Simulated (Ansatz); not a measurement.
Wurtzite BeO was calculated with PBE (Ansatz, a quantum-chemistry and plane-wave program, plane waves, PAW).

Numerical settings: plane-wave cutoff 520 eV, 18×18×8 k mesh (along the axes of the cell as run), Fermi–Dirac smearing 0.01 eV, scalar-relativistic PAW data made under PBE.

A third-order Birch–Murnaghan fit to the energies gives V0 = 7.012 Å³/atom, B0 = 209 GPa, B′ = 3.7.

```csv
V (Å³/atom),P (GPa)
6.732,9.22
6.872,4.39
7.012,0.00
7.153,…
7.293,…
```

Task: Estimate the withheld pressures from this fit; the answers are the runs' own values.

Result: 
- 7.153, P (GPa): -4.00
- 7.293, P (GPa): -7.63

The formula P = (3/2) B0 (x^(7/3) − x^(5/3)) [1 + (3/4)(B′ − 4)(x^(2/3) − 1)] with x = V0/V meets the computed pressures within 0.04 GPa when these rounded values are put in.

Shape and atoms are relaxed at each volume.

Measured, for comparison: bulk modulus 212 GPa (room temperature, not corrected to a static lattice, K' fixed at 4, our sources range from 212 to 224; as tabulated in High-pressure and high-temperature crystal chemistry of beryllium oxide (Scilit …). Computed (rounded) less measured: bulk modulus -1 % (-1 % to -7 % over the range).

Note: the bulk modulus comes from volumes at which shape and atoms were relaxed.
